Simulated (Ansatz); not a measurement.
## ZrO2 with yttrium replacing Zr: do the settings matter for the field gradients?

This input was run with Ansatz:

```yaml
crystal:
  lattice:
    - [0.0, 5.07, 5.07]
    - [5.07, 0.0, 5.07]
    - [5.07, 5.07, 0.0]
  atoms:
    - { symbol: "Y", position: [0.0, 0.0, 0.0] }
    - { symbol: Zr, position: [0.0, 0.0, 0.5] }
    - { symbol: Zr, position: [0.0, 0.5, 0.0] }
    - { symbol: Zr, position: [0.0, 0.5, 0.5] }
    - { symbol: Zr, position: [0.5, 0.0, 0.0] }
    - { symbol: Zr, position: [0.5, 0.0, 0.5] }
    - { symbol: Zr, position: [0.5, 0.5, 0.0] }
    - { symbol: Zr, position: [0.5, 0.5, 0.5] }
    - { symbol: O, position: [0.125, 0.125, 0.125] }
    - { symbol: O, position: [0.125, 0.125, 0.625] }
    - { symbol: O, position: [0.125, 0.625, 0.125] }
    - { symbol: O, position: [0.125, 0.625, 0.625] }
    - { symbol: O, position: [0.625, 0.125, 0.125] }
    - { symbol: O, position: [0.625, 0.125, 0.625] }
    - { symbol: O, position: [0.625, 0.625, 0.125] }
    - { symbol: O, position: [0.625, 0.625, 0.625] }
    - { symbol: O, position: [0.375, 0.375, 0.375] }
    - { symbol: O, position: [0.375, 0.375, 0.875] }
    - { symbol: O, position: [0.375, 0.875, 0.375] }
    - { symbol: O, position: [0.375, 0.875, 0.875] }
    - { symbol: O, position: [0.875, 0.375, 0.375] }
    - { symbol: O, position: [0.875, 0.375, 0.875] }
    - { symbol: O, position: [0.875, 0.875, 0.375] }
    - { symbol: O, position: [0.875, 0.875, 0.875] }
  symmetry: { detect: false }
total_charge: -1
kpoints:
  mp_grid: { grid: [3, 3, 3] }
scf:
  occupations: { method: tetrahedron_uncorrected }
  convergence: { dr2_threshold: 1.0e-11 }
hamiltonian:
  xc: pbe
  pseudopotentials: { kind: paw }
output:
  forces: true
  stress: true
  populations: true
  efg:
    quadrupole_moments_barn: { Zr: -0.176, O: -0.02558 }
    contact_densities: true
```

```sh
ansatz run input.yaml --threads 1 --pin off --max-ram 3072MiB --backend cpu --events-out ev --progress --plain --runs-dir out
```

It converged. Of its output the block on the nuclei alone is shown, without the SCF iterations, energies, forces and stress (one atom of each set):

```
--- PAW observables at the nuclei: V_zz in 10²¹ V/m², potentials from the cell's mean, atoms counted from 1 ---
  atom   1  Y  V_zz =    -0.000000   η = 0.6513   by run symmetry: not_imposed
            electrostatic potential = -5721.859216 V   contact ρ = 443894.910697 e/Å³
  atom   2  Zr V_zz =    +1.323448   η = 0.5825   by run symmetry: not_imposed   C_q = -5.6321 MHz
            electrostatic potential = -5926.706553 V   contact ρ = 490526.662931 e/Å³
  atom   8  Zr V_zz =    -0.000000   η = 0.0937   by run symmetry: not_imposed   C_q = +0.0000 MHz
            electrostatic potential = -5926.550492 V   contact ρ = 490526.950828 e/Å³
  atom   9  O  V_zz =    -1.890356   η = 0.0000   by run symmetry: not_imposed   C_q = +1.1692 MHz
            electrostatic potential = -629.664240 V   contact ρ = 2156.666910 e/Å³
  atom  12  O  V_zz =    -0.217219   η = 0.0000   by run symmetry: not_imposed   C_q = +0.1344 MHz
            electrostatic potential = -629.206243 V   contact ρ = 2156.568806 e/Å³
```

Question: Can these gradients be trusted, and how do they compare with a run on standard settings?

Answer: They agree with the standard run. Against the standard input the change is `crystal.symmetry`: not typed → {detect: false}; `scf.convergence.dr2_threshold`: not typed → 1e-11; `scf.occupations.width`: 0.01 → not typed; `scf.occupations.method`: fermi_dirac → tetrahedron_uncorrected. A site carries the number of its first atom; V_zz in 10²¹ V/m².

| site | atom | V_zz standard | η standard | V_zz here | η here |
| --- | --- | --- | --- | --- | --- |
| Y | 1 | 0.00 | – | <0.005 | – |
| Zr2 | 2 | 1.32 | 0.58 | 1.32 | 0.58 |
| O9 | 9 | -1.89 | 0.00 | -1.89 | 0.00 |
| O12 | 12 | -0.22 | 0.00 | -0.22 | 0.00 |

All printed values agree. Other sites with |V_zz| of 0.02 or less aren't listed. The gap of 3.3 eV is far wider than the smearing, so the levels stay full or empty whatever the smearing's form; with a small gap this would fail. SCF iterations: 8 and 11. New warnings: band table not solved further.

On the reference run: The defect repeats with the cell of 24 atoms, so it feels its images: sites between two images don't show the values beside a lone defect, and zeros or small values of η there can come from the images' arrangement. This high-symmetry form of ZrO2 is unstable when cold, to shifts of the oxygen columns, towards the tetragonal form. The symmetry of the cell holds that distortion back, wholly or in part, and it would change the field gradients, the more the larger the distortion. A uniform background compensates the cell's charge. Without spin–orbit coupling (the program notes it for Y and Zr) the gradients are little affected as a rule: paired runs on crystals with a gap mostly move them by under 2 % at such atoms. The cell keeps the host's lattice, where the PBE pressure is 8 GPa (in a charged cell this depends on the convention for the mean potential). The neighbours have not yet relaxed around the defect (largest force 1.8 eV/Å), so a real crystal will differ.
